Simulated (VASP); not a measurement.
The system is C.

```
CELL_PARAMETERS angstrom
2.52210 0.00000 0.00000
-1.26105 2.18420 0.00000
0.00000 0.00000 8.23710
ATOMIC_POSITIONS crystal
C 0.66667 0.33333 0.84375
C 0.33333 0.66667 0.34375
C 0.66667 0.33333 0.65625
C 0.33333 0.66667 0.15625
C 0.00000 0.00000 0.90625
C 0.00000 0.00000 0.40625
C 0.00000 0.00000 0.59375
C 0.00000 0.00000 0.09375
```

This is a hexagonal form of diamond, not graphite.

| Item | Value |
| --- | --- |
| Program | VASP 6.6.1 |
| Task | relaxation of cell and atoms |
| Functional | PBE |
| Potentials or basis | VASP PAW PBE potentials, release 64 (C_GW) |
| Cutoff | 680 eV |
| k mesh | 12 × 12 × 4 |
| Occupations | fermi-dirac, width 0.05 eV |
| Spin | no spin polarisation |

At the start: pressure 2.0 GPa; volume 5.67 Å³/atom.

**Question.** How do energy, volume and symmetry change on relaxing?

**Answer.** Over 6 steps the energy falls by 2.5 meV/atom and the volume is 5.70 Å³/atom (+0.4 %); space group P6_3/mmc (No. 194, to 0.05 Å).

The path:
| step | energy change (eV) | largest force (eV/Å) | pressure (GPa) | volume (Å³) |
| --- | --- | --- | --- | --- |
| 1 | 0.0000 | 0.3286 | 2.01 | 45.38 |
| 2 | 0.0125 | 0.4668 | -2.23 | 45.84 |
| 3 | -0.0202 | 0.0407 | -0.01 | 45.58 |
| 4 | -0.0202 | 0.0345 | 0.03 | 45.57 |
| 5 | -0.0202 | 0.0364 | -0.03 | 45.58 |
| 6 | -0.0203 | 0.0032 | 0.00 | 45.58 |

Final structure:
```
C
1.0
     2.51765    0.00000    0.00000
    -1.25882    2.18035    0.00000
     0.00000    0.00000    8.30255
C
8
Direct
  0.66667 0.33333 0.84446
  0.33333 0.66667 0.34446
  0.66667 0.33333 0.65554
  0.33333 0.66667 0.15554
  0.00000 0.00000 0.90702
  0.00000 0.00000 0.40703
  0.00000 0.00000 0.59298
  0.00000 0.00000 0.09298
```
